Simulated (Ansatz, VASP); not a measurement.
**TiC214: VASP beside Ansatz**

One calculation is typed for both programs; each brings its own data sets. How far apart do they land? The structure shown is the end of the Ansatz relaxation below.

Method: plane waves, with VASP 6.6.1 beside it; single point at LDA, in Ansatz 0.2.0.

## Step 1: Starting point

The cell holds 215 atoms: 214 C and 1 Ti. Cell: a = 10.595 Å, b = 10.595 Å, c = 10.595 Å, α = 90.0°, β = 90.0°, γ = 90.0°. It derives from C (C (Fd-3m)). Nearest the centre at fractional (0.375, 0.375, 0.375): Ti215 at 0.30 Å, C16 at 1.95 Å, C105 at 1.99 Å, C106 at 2.00 Å, C31 at 2.08 Å, C78 at 2.08 Å, C107 at 2.09 Å, C40 at 2.61 Å. The cell carries charge −1.

## Step 2: Ansatz: relaxation, LDA

Ansatz runs on its default PAW (the set named soft_2) files.

This run makes the geometry at which the two programs are then compared.

Input file input.yaml:

```yaml
crystal:
  lattice:
    - [10.5951881, 0.0, 0.0]
    - [0.0, 10.5951881, 0.0]
    - [0.0, 0.0, 10.5951881]
  atoms:
    - { symbol: C, position: [0.0, 0.0, 0.0] }
    - { symbol: C, position: [0.0, 0.16666667, 0.16666667] }
[... 3 atom lines left out ...]
    - { symbol: C, position: [0.08333333, 0.25, 0.25] }
    - { symbol: C, position: [0.25, 0.08333333, 0.25] }
    - { symbol: C, position: [0.25, 0.25, 0.08333333] }
[... 3 atom lines left out ...]
    - { symbol: C, position: [0.16666667, 0.16666667, 0.33333333] }
[... 3 atom lines left out ...]
    - { symbol: C, position: [0.25, 0.25, 0.41666667] }
[... 10 atom lines left out ...]
    - { symbol: C, position: [0.16666667, 0.33333333, 0.16666667] }
[... 3 atom lines left out ...]
    - { symbol: C, position: [0.25, 0.41666667, 0.25] }
[... 1 atom line left out ...]
    - { symbol: C, position: [0.0, 0.33333333, 0.33333333] }
[... 1 atom line left out ...]
    - { symbol: C, position: [0.16666667, 0.33333333, 0.5] }
    - { symbol: C, position: [0.16666667, 0.5, 0.33333333] }
    - { symbol: C, position: [0.08333333, 0.41666667, 0.41666667] }
[... 1 atom line left out ...]
    - { symbol: C, position: [0.25, 0.41666667, 0.58333333] }
    - { symbol: C, position: [0.25, 0.58333333, 0.41666667] }
[... 18 atom lines left out ...]
    - { symbol: C, position: [0.16666667, 0.66666667, 0.5] }
[... 14 atom lines left out ...]
    - { symbol: C, position: [0.33333333, 0.16666667, 0.16666667] }
[... 3 atom lines left out ...]
    - { symbol: C, position: [0.41666667, 0.25, 0.25] }
[... 2 atom lines left out ...]
    - { symbol: C, position: [0.33333333, 0.0, 0.33333333] }
    - { symbol: C, position: [0.33333333, 0.16666667, 0.5] }
[... 1 atom line left out ...]
    - { symbol: C, position: [0.5, 0.16666667, 0.33333333] }
    - { symbol: C, position: [0.41666667, 0.08333333, 0.41666667] }
    - { symbol: C, position: [0.41666667, 0.25, 0.58333333] }
[... 1 atom line left out ...]
    - { symbol: C, position: [0.58333333, 0.25, 0.41666667] }
[... 8 atom lines left out ...]
    - { symbol: C, position: [0.33333333, 0.33333333, 0.0] }
    - { symbol: C, position: [0.33333333, 0.5, 0.16666667] }
    - { symbol: C, position: [0.5, 0.33333333, 0.16666667] }
[... 1 atom line left out ...]
    - { symbol: C, position: [0.41666667, 0.41666667, 0.08333333] }
    - { symbol: C, position: [0.41666667, 0.58333333, 0.25] }
    - { symbol: C, position: [0.58333333, 0.41666667, 0.25] }
[... 1 atom line left out ...]
    - { symbol: C, position: [0.33333333, 0.5, 0.5] }
    - { symbol: C, position: [0.5, 0.33333333, 0.5] }
    - { symbol: C, position: [0.5, 0.5, 0.33333333] }
    - { symbol: C, position: [0.41666667, 0.58333333, 0.58333333] }
    - { symbol: C, position: [0.58333333, 0.41666667, 0.58333333] }
    - { symbol: C, position: [0.58333333, 0.58333333, 0.41666667] }
    - { symbol: C, position: [0.33333333, 0.33333333, 0.66666667] }
[... 2 atom lines left out ...]
    - { symbol: C, position: [0.5, 0.5, 0.66666667] }
    - { symbol: C, position: [0.41666667, 0.41666667, 0.75] }
[... 11 atom lines left out ...]
    - { symbol: C, position: [0.33333333, 0.66666667, 0.33333333] }
[... 1 atom line left out ...]
    - { symbol: C, position: [0.5, 0.66666667, 0.5] }
[... 1 atom line left out ...]
    - { symbol: C, position: [0.41666667, 0.75, 0.41666667] }
[... 20 atom lines left out ...]
    - { symbol: C, position: [0.66666667, 0.16666667, 0.5] }
[... 22 atom lines left out ...]
    - { symbol: C, position: [0.66666667, 0.33333333, 0.33333333] }
    - { symbol: C, position: [0.66666667, 0.5, 0.5] }
[... 2 atom lines left out ...]
    - { symbol: C, position: [0.75, 0.41666667, 0.41666667] }
[... 35 atom lines left out ...]
    - { symbol: Ti, position: [0.375, 0.375, 0.375] }
  host:
    repeats: [3, 3, 3]
    atoms:
      - { symbol: C, position: [0.0, 0.0, 0.0] }
      - { symbol: C, position: [0.0, 0.5, 0.5] }
      # ... 6 more atoms of the perfect host
total_charge: -1
basis:
  ecutwfc: 420
  xc_grid: 2
hamiltonian:
  xc: lda
kpoints:
  mp_grid: { grid: [1, 1, 1] }
magnetization:
  spin_polarized: true
  initial_magnetization: 1
  spin_locking: { lock_magnetization: hard }
scf:
  occupations: { method: fermi_dirac, width: 0.01 }
  max_iter: 80
output:
  forces: true
  charged_corrections:
    epsilon: 5.84
    static_epsilon: 5.84
    defect_position: [0.375, 0.375, 0.375]
relax:
  f_tol: 0.01
  max_steps: 80
  random_displacement: { amplitude: 0.05, seed: 7954 }
checkpoint:
  write: "../qm1_M1.relax_smeared.run"
  compress: false
  write_wavefunctions: true
  write_every: 100000
```

On the command line:

```
> ansatz run input.yaml --threads 12 --pin off --max-ram 56524MiB --backend cuda --events-out ev --progress --plain --runs-dir out
```

Numbers of over 12 decimals in the logs are rounded to 6 here.

Output:

```text
Engine: ansatz 0.2.0, aarch64-unknown-linux-gnu
Pseudopotentials: kind: paw
Pseudopotential: C, paw, valence charge 4, recommended cutoff 420 eV (normal), C.paw.azcp
Pseudopotential: Ti, paw, valence charge 12, recommended cutoff 420 eV (normal), Ti.paw.azcp
Functional definition: SPW92
  exchange = slater_x
  correlation = pw_c
[...]
Crystal: 215 atoms, lattice volume = 1189.395 Å³
Basis set: ecut = 420 eV, 23127 PW (Γ), exchange–correlation on 144×144×144 points (8 copies of the dense FFT grid, shifted against one another)
Bands: 650, of which v1, the nominal top of the filled ones, is band 435 counted from 1 (434 counted from 0)
Symmetry: 1 space group operations
k-points: 1
Non-local potential: C, projectors of the file, l = 0: 2, l = 1: 2, l = 2: 1
Non-local potential: Ti, projectors of the file, l = 0: 3, l = 1: 2, l = 2: 3, l = 3: 1
PAW form: soft (Blöchl's): semilocal exchange-correlation on the pseudo side does not see the compensation charge
PAW frozen core: C, regenerated for the run's functional, and the local potential with it (the file was generated under x = pbe(κ = 0.804, μ = 0.219515), c = pbe(β = 0.066725))
PAW frozen core: Ti, regenerated for the run's functional, and the local potential with it (the file was generated under x = pbe(κ = 0.804, μ = 0.219515), c = pbe(β = 0.066725))
PAW one-centre angular grid: C, 110 points (default); XC on 64 Gauss nodes
PAW one-centre angular grid: Ti, 590 points (default); XC on 64 Gauss nodes
Initial density: superposition of atomic densities (chi_scale 0.1, normalization cell, long waves kept (reshape's long-wave potential 0.39 eV rms))
Starting moments: Σ|m| = 1 μB on 215 of 215 sites
Initial wavefunctions: pseudopotential atomic-orbital guess
[...]
Functional: x = slater, c = lda
SCF iter   1: F=—  HF=-54504.128740 eV  |F-HF|=—  |Δ(HF+E_count)|=         —  Δρ=8.65e-2 (↑8.65e-2 ↓8.62e-2)  dr2=5.88e2  dr2_m=6.90e-3  M=1.000 μB ∫|m|=1.002 μB  β_m=0.30  ethr=3.10e-3  ⟨swp⟩=6.0  Hψ=5836  notcnv=0  defer=68
preconditioner: auto → Resta (q_TF=auto, 2.589 Å⁻¹)  ε∞=4.4  [insulator: Δε(μ)=0.029 eV  Ē_g=17.096 eV  σ=0.010 eV  W_gap=0.62  n_scr=364 (ndim 8)  ℏωp=31.6 eV  f_vac=0.000  D(μ)=30.60/eV (n_scr^D=202)  ε∞_Penn≈4.4]
spin=Collinear: Resta preconditioning applied to the charge; magnetization (m = ρ↑ − ρ↓) channel mixes plain (no charge-response kernel on spin).
SCF iter   2: F=—  HF=-54460.314289 eV  |F-HF|=—  |Δ(HF+E_count)|=    4.38e1  Δρ=5.88e-2 (↑5.88e-2 ↓5.86e-2)  dr2=1.28e2  dr2_m=1.21e-1  M=1.000 μB ∫|m|=1.016 μB  β_m=0.34  ethr=3.10e-3  ⟨swp⟩=3.0  Hψ=2390  notcnv=0  defer=418
[...]
SCF iter  16: F=-54411.916432 eV  HF=-54411.916432 eV  |F-HF|=1.15e-7  |Δ(HF+E_count)|=   3.37e-9  Δρ=2.44e-6 (↑1.14e-6 ↓2.44e-6)  dr2=1.45e-7  dr2_m=1.67e-8  M=1.000 μB ∫|m|=1.057 μB  ethr=4.71e-11  ⟨swp⟩=3.0  Hψ=2181  notcnv=0
SCF 1 converged in 16 iterations: F = -54411.916432 eV  dr2 = 1.45e-7
  greatest PAW one-centre occupation: 0.999 electrons in one spin orbital (limit 2), on the Ti atom at site 214 (counted from 0), in its partial waves of l = 0
relax step   1: F+E_penalty+E_count = -54411.91643163 eV  Δ(F+E_penalty+E_count) = +0.000e0 eV  max|allowed force component| = 4.992e0 eV/Å  Δτ_max = 0.0000 Å  (16 SCF iters, dr2 threshold 2.50e-6 eV, accepted)
[... from here on, the SCF cycles and remarks between the steps are left out ...]
relax step   2: F+E_penalty+E_count = -54423.53105566 eV  Δ(F+E_penalty+E_count) = -1.161e1 eV  max|allowed force component| = 2.356e0 eV/Å  Δτ_max = 0.1229 Å  (9 SCF iters, dr2 threshold 1.00e-4 eV, accepted)
relax step   3: F+E_penalty+E_count = -54426.33268526 eV  Δ(F+E_penalty+E_count) = -2.802e0 eV  max|allowed force component| = 1.231e0 eV/Å  Δτ_max = 0.2000 Å  (7 SCF iters, dr2 threshold 1.00e-4 eV, accepted)
relax step   5: F+E_penalty+E_count = -54426.43971330 eV  Δ(F+E_penalty+E_count) = +2.496e-1 eV  max|allowed force component| = 2.215e0 eV/Å  Δτ_max = 0.2000 Å  (8 SCF iters, dr2 threshold 1.00e-4 eV, rejected (line search))
relax step   7: F+E_penalty+E_count = -54426.74028385 eV  Δ(F+E_penalty+E_count) = -3.054e-3 eV  max|allowed force component| = 4.075e-2 eV/Å  Δτ_max = 0.0124 Å  (6 SCF iters, dr2 threshold 5.37e-6 eV, accepted)
relax step   9: F+E_penalty+E_count = -54426.74115031 eV  Δ(F+E_penalty+E_count) = -7.664e-4 eV  max|allowed force component| = 1.453e-1 eV/Å  Δτ_max = 0.0125 Å  (8 SCF iters, accepted)
relax step  11: F+E_penalty+E_count = -54426.74694042 eV  Δ(F+E_penalty+E_count) = -3.903e-3 eV  max|allowed force component| = 3.205e-1 eV/Å  Δτ_max = 0.0204 Å  (5 SCF iters, dr2 threshold 5.65e-5 eV, accepted)
relax step  13: F+E_penalty+E_count = -54426.75865649 eV  Δ(F+E_penalty+E_count) = -6.092e-3 eV  max|allowed force component| = 3.294e-1 eV/Å  Δτ_max = 0.0146 Å  (5 SCF iters, dr2 threshold 1.00e-4 eV, accepted)
relax step  15: F+E_penalty+E_count = -54426.71411929 eV  Δ(F+E_penalty+E_count) = +4.454e-2 eV  max|allowed force component| = 1.193e0 eV/Å  Δτ_max = 0.0651 Å  (10 SCF iters, rejected (line search))
relax step  17: F+E_penalty+E_count = -54426.78172534 eV  Δ(F+E_penalty+E_count) = -8.520e-3 eV  max|allowed force component| = 1.408e-1 eV/Å  Δτ_max = 0.0616 Å  (7 SCF iters, dr2 threshold 5.96e-6 eV, accepted)
relax step  19: F+E_penalty+E_count = -54426.78350131 eV  Δ(F+E_penalty+E_count) = -4.088e-4 eV  max|allowed force component| = 5.225e-2 eV/Å  Δτ_max = 0.0062 Å  (4 SCF iters, dr2 threshold 1.89e-5 eV, accepted)
relax step  21: F+E_penalty+E_count = -54426.78395999 eV  Δ(F+E_penalty+E_count) = -2.010e-8 eV  max|allowed force component| = 5.605e-3 eV/Å  Δτ_max = 0.0000 Å  (3 SCF iters, accepted)
[...]
- { symbol: C, position: [0.916990, 0.249911, 0.417174] }
    - { symbol: C, position: [0.666927, -0.000474526, 0.667097] }
    - { symbol: C, position: [0.667071, 0.166291, 0.833717] }
    - { symbol: C, position: [0.833583, -0.000234564, 0.833677] }
    - { symbol: C, position: [0.833422, 0.166379, 0.667045] }
    - { symbol: C, position: [0.750187, 0.083014, 0.750302] }
    - { symbol: C, position: [0.750563, 0.249683, 0.916680] }
    - { symbol: C, position: [0.916937, 0.083102, 0.917098] }
    - { symbol: C, position: [0.916347, 0.249765, 0.750615] }
    - { symbol: C, position: [0.667696, 0.333004, -0.000514787] }
    - { symbol: C, position: [0.668261, 0.499988, 0.165413] }
    - { symbol: C, position: [0.833726, 0.333263, 0.166984] }
    - { symbol: C, position: [0.833604, 0.499937, -0.000248854] }
    - { symbol: C, position: [0.750994, 0.416633, 0.082842] }
    - { symbol: C, position: [0.750871, 0.583788, 0.250120] }
    - { symbol: C, position: [0.916877, 0.416620, 0.250400] }
    - { symbol: C, position: [0.916677, 0.583418, 0.083311] }
    - { symbol: C, position: [0.667166, 0.333489, 0.334113] }
    - { symbol: C, position: [0.666651, 0.499885, 0.500235] }
    - { symbol: C, position: [0.833483, 0.333165, 0.500428] }
    - { symbol: C, position: [0.833589, 0.500013, 0.333652] }
    - { symbol: C, position: [0.750172, 0.416669, 0.417210] }
    - { symbol: C, position: [0.750005, 0.582947, 0.583711] }
    - { symbol: C, position: [0.916563, 0.416453, 0.583921] }
[...]
- { symbol: C, position: [0.666658, 0.666264, 0.666887] }
    - { symbol: C, position: [0.666891, 0.832992, 0.833526] }
    - { symbol: C, position: [0.833387, 0.666495, 0.833527] }
    - { symbol: C, position: [0.833484, 0.833091, 0.667022] }
    - { symbol: C, position: [0.750087, 0.749691, 0.750213] }
    - { symbol: C, position: [0.750276, 0.916418, 0.916911] }
    - { symbol: C, position: [0.916814, 0.749879, 0.916912] }
    - { symbol: C, position: [0.916854, 0.916460, 0.750340] }
    - { symbol: Ti, position: [0.383116, 0.382757, 0.348831] }
```

## Step 3: VASP: single point, LDA

The same cell, functional (in two slightly different forms), mesh and smearing now go to VASP, with its own data sets.

Lines of VASP's logs that name or quote its potential files are left out, and so is its time.

Input file INCAR:

```
SYSTEM = TiC214
PREC = Accurate
ENCUT = 520
EDIFF = 1E-06
NELM = 200
ISMEAR = -1
SIGMA = 0.01
LREAL = Auto
ALGO = Normal
GGA = CA
NELECT = 869
NBANDS = 585
ISPIN = 2
MAGMOM = 0 -0 -0 -0 0 0 0 0 -0 0 0 -0 -0 0 0 -0 0 0 0 0 -0 -0 -0 -0 0 -0 0 -0 0 0 0.04 0 0 0 0 0 0 -0 -0 0.01 0 0 -0 0.01 0 0 0 -0 0 0 -0 0 0 0 0 0 0 0 0.01 -0 0 -0 -0 0 0 0 0 0 -0 0 -0 0 0 0 -0 -0 0 0.04 0 0 0 0 0 0 0 -0 -0 0.01 0 -0 0 0.01 0 0 0 -0 -0 -0 -0 -0 0 0 0 0 0.11 0.11 -0 -0 -0 -0 0 0 0 0 -0 -0 -0 -0 0 0 -0 0 0 0 -0 0 0 0 0 0 -0 -0 -0 -0 0.01 0 0 0 0 0 0 -0 0 -0 0 0 0 0 0 0 0 0.01 0 -0 0 -0 -0 0 0 0 0 0 -0 -0 0 0 0 -0 0 0 0 -0 0 0 0 0 0 0 -0 -0 -0 -0 0.01 0 0 0 0 0 0 -0 -0 -0 -0 0 0 0 0 -0 -0 0 0 0 -0 -0 -0 0 0 0 0 0 -0 0 0 -0 0.06
LASPH = .TRUE.
LMAXMIX = 4
LORBIT = 11
LWAVE = .FALSE.
LCHARG = .FALSE.
ISIF = 2
NUPDOWN = 1
GGA_COMPAT = .FALSE.
```

Input file POSCAR:

```
TiC214
1.0
   10.5951881000      0.0000000000      0.0000000000
    0.0000000000     10.5951881000      0.0000000000
    0.0000000000      0.0000000000     10.5951881000
C Ti
214 1
Direct
    0.0003090000      0.9999151000      0.0004810000
    0.0006660000      0.1667100000      0.1675200000
[... 3 atom lines left out ...]
    0.0842300000      0.2501800000      0.2509000000
    0.2505800000      0.0838300000      0.2509000000
    0.2499400000      0.2495500000      0.0835400000
[... 3 atom lines left out ...]
    0.1694200000      0.1690300000      0.3354200000
[... 3 atom lines left out ...]
    0.2498200000      0.2494200000      0.4237000000
[... 10 atom lines left out ...]
    0.1650700000      0.3333600000      0.1655600000
[... 3 atom lines left out ...]
    0.2392300000      0.4228700000      0.2415400000
[... 1 atom line left out ...]
    0.0004330000      0.3332500000      0.3338900000
[... 1 atom line left out ...]
    0.1662400000      0.3325200000      0.5023000000
    0.1642500000      0.5010200000      0.3322500000
    0.0833700000      0.4163400000      0.4173900000
[... 1 atom line left out ...]
    0.2484100000      0.4168700000      0.5856400000
    0.2497600000      0.5828200000      0.4174000000
[... 18 atom lines left out ...]
    0.1659400000      0.6669300000      0.5004100000
[... 14 atom lines left out ...]
    0.3337500000      0.1646700000      0.1655500000
[... 3 atom lines left out ...]
    0.4232500000      0.2388400000      0.2415600000
[... 2 atom lines left out ...]
    0.3336500000      0.0000349000      0.3339000000
    0.3329100000      0.1658500000      0.5023100000
[... 1 atom line left out ...]
    0.5014200000      0.1638500000      0.3322500000
    0.4167300000      0.0829700000      0.4173900000
    0.4172600000      0.2480200000      0.5856300000
[... 1 atom line left out ...]
    0.5832200000      0.2493700000      0.4173900000
[... 8 atom lines left out ...]
    0.3331600000      0.3327600000      0.0001300000
    0.3318900000      0.5008300000      0.1649900000
    0.5012200000      0.3315000000      0.1650000000
[... 1 atom line left out ...]
    0.4163800000      0.4159800000      0.0828800000
    0.4189900000      0.5855200000      0.2500800000
    0.5859200000      0.4185900000      0.2500800000
[... 1 atom line left out ...]
    0.3275200000      0.5016200000      0.5058900000
    0.5020100000      0.3271300000      0.5058700000
    0.5110000000      0.5106000000      0.3300300000
    0.4160000000      0.5815100000      0.5825300000
    0.5819100000      0.4156100000      0.5825200000
    0.5863600000      0.5859700000      0.4169700000
    0.3330800000      0.3326900000      0.6676400000
[... 2 atom lines left out ...]
    0.4995700000      0.4991700000      0.6663600000
    0.4165400000      0.4161400000      0.7502300000
[... 11 atom lines left out ...]
    0.3338900000      0.6667700000      0.3341200000
[... 1 atom line left out ...]
    0.5002800000      0.6662600000      0.5002400000
[... 1 atom line left out ...]
    0.4170600000      0.7497800000      0.4172100000
[... 20 atom lines left out ...]
    0.6673300000      0.1655400000      0.5004000000
[... 22 atom lines left out ...]
    0.6671700000      0.3334900000      0.3341100000
    0.6666500000      0.4998800000      0.5002400000
[... 2 atom lines left out ...]
    0.7501700000      0.4166700000      0.4172100000
[... 35 atom lines left out ...]
    0.3831200000      0.3827600000      0.3488300000
```

Input file KPOINTS:

```
Automatic mesh
0
Gamma
1 1 1
0 0 0
```

The projector-augmented-wave data sets are C and Ti_sv (LDA family, release 64).

On the command line:

```
> export OMP_NUM_THREADS=3
> mpirun -np 1 vasp_gam
```

Output:

```text
[banner, memory and clock lines left out]
running    1 mpi-ranks, on    1 nodes
[...]
Offloading initialized ...    1 GPUs detected
[...]
LDA part: xc-table for (Slater(with rela. corr.)+CA(PZ))
 , standard interpolation
 POSCAR, INCAR and KPOINTS ok, starting setup
[...]
entering main loop
       N       E                     dE             d eps       ncg     rms          rms(c)
DAV:   1     0.647259815890E+04    0.64726E+04   -0.52689E+05  2340   0.157E+03
DAV:   2    -0.157155039980E+04   -0.80441E+04   -0.75229E+04  3052   0.369E+02
DAV:   3    -0.223090394997E+04   -0.65935E+03   -0.64782E+03  2909   0.104E+02
DAV:   4    -0.225305400993E+04   -0.22150E+02   -0.22026E+02  3080   0.198E+01
DAV:   5    -0.225387630519E+04   -0.82230E+00   -0.82127E+00  3664   0.365E+00BRMIX: very serious problems
 the old and the new charge density differ
 old charge density:   868.00000 new  869.00000
    0.650E+01
DAV:   6    -0.217851780248E+04    0.75359E+02   -0.73603E+01  3040   0.121E+01    0.364E+01
DAV:   7    -0.215829670240E+04    0.20221E+02   -0.74425E+01  3200   0.127E+01    0.183E+01
DAV:   8    -0.215461368339E+04    0.36830E+01   -0.91179E+00  3272   0.521E+00    0.690E+00
DAV:   9    -0.215445380640E+04    0.15988E+00   -0.24105E+00  3760   0.224E+00    0.362E+00
[...]
DAV:  15    -0.215437100250E+04   -0.51188E-06   -0.48885E-05  3024   0.103E-02    0.166E-02
DAV:  16    -0.215437100237E+04    0.13531E-06   -0.15091E-05  2912   0.504E-03    0.562E-03
DAV:  17    -0.215437100255E+04   -0.18071E-06   -0.12986E-06  2152   0.172E-03
   1 F= -.21543710E+04 E0= -.21543710E+04  d E =-.808982E-10  mag=     1.0000
```

Parts of OUTCAR (step 3):

```text
 magnetization (x)
# of ion       s       p       d       tot
------------------------------------------
    1        0.000   0.000   0.000   0.000
    2       -0.000  -0.000   0.000  -0.000
    3       -0.000  -0.000   0.000  -0.000
    4       -0.000  -0.000   0.000  -0.000
    5       -0.000   0.000   0.000   0.000
    6        0.000   0.000   0.000   0.001
[...]
213       -0.000   0.000   0.000   0.000
  214       -0.000  -0.000   0.000  -0.000
  215       -0.000   0.037   0.072   0.108
--------------------------------------------------
tot          0.066   0.535   0.072   0.673
```

The run ends at a pressure of 6.10 GPa, with forces up to 0.055 eV/Å.

## Step 4: Side by side

Known differences besides the potentials themselves: VASP starts from the moments at which Ansatz ended; the two LDA forms differ slightly; the cutoff is 420 eV in Ansatz and 520 eV in VASP (PREC = Accurate, projectors in real space); VASP's log shows a relativistic correction to its local exchange, Ansatz's none; site moments are counted in spheres of each program's own size. Total energies have different zeros and are not compared.

Compared:

| quantity | Ansatz | VASP | difference |
| --- | --- | --- | --- |
| total moment, fixed by the input (μB) | 1.00 | 1.00 | 0.00 |
| moment on C106 (μB) | 0.11 | 0.15 | -0.03 |
| moment on C105 (μB) | 0.11 | 0.15 | -0.03 |
| moment on Ti215 (μB) | 0.06 | 0.11 | -0.05 |
| moment on C31 (μB) | 0.04 | 0.05 | -0.01 |
| moment on C78 (μB) | 0.04 | 0.05 | -0.01 |

At this near-relaxed geometry the largest component of a force difference is 53 meV/Å. The cell carries a charge of -1 e against a uniform background, so its pressure also hangs on how the neutralising background is counted, and in a defect's cell a gap may be the spacing between its levels.

## Step 5: Results

```json
{
  "difference in moment on Ti215 (single point, LDA)": "-0.049 μB"
}
```

In words: The difference in moment on Ti215 is -0.049 μB (single point, LDA). How closely two codes agree says nothing of how well the functional describes the real material.

[Lines on the potential files, build, host, timing and source positions are cut from VASP's logs without a mark.]

[Logs are printed without paths, hosts, clocks, repeated set-up lines and the standing remarks that a program may print on its own settings, such as how far it seeks lower states.]

[Hosts, paths, dates, database ids (printed as entryN), source tags and the programs' standing remarks are cut or masked in the printed files.]
